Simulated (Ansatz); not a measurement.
Crystal: ZnSe.

```
Se Zn
1.0
     4.10770    0.00000    0.00000
     0.00000    4.10770    0.00000
     0.00000    0.00000    6.07035
Se Zn
2 2
Direct
  0.50000 0.00000 0.75372
  0.00000 0.50000 0.24628
  0.50000 0.50000 0.00000
  0.00000 0.00000 0.00000
```

Measurements of this composition are mostly on another form, of space group No. 216.

Base run:

```yaml
Program: Ansatz 0.2.0
Functional: HSE06 form with a typed share of exact exchange
Potentials_or_basis: Ansatz PAW
Cutoff: "420 eV (not typed: the program's choice for these potentials)"
k_mesh: 4 × 4 × 3
Occupations: fermi-dirac, width 0.05 eV
Spin: no spin polarisation
```

Its results: band gap on the k mesh 2.95 eV, direct; pressure -1.0 GPa; largest force 0.393 eV/Å.

Problem. The run is repeated on the same cell with these changes: share of exact exchange from 0.25 to 0.15. What comes out?

Solution. Band gap on the k mesh 2.55 eV, direct; pressure -0.7 GPa; largest force 0.279 eV/Å.

Caveats: odd divisions of the mesh miss points on the zone boundary, where band edges often lie, so the gap on the mesh can be too wide; the PAW data sets come from PBE, with cores solved anew for the run's functional, which leaves a small shift of forces and pressure; the thresholds are loose for stress.

A k mesh can miss the band edges.
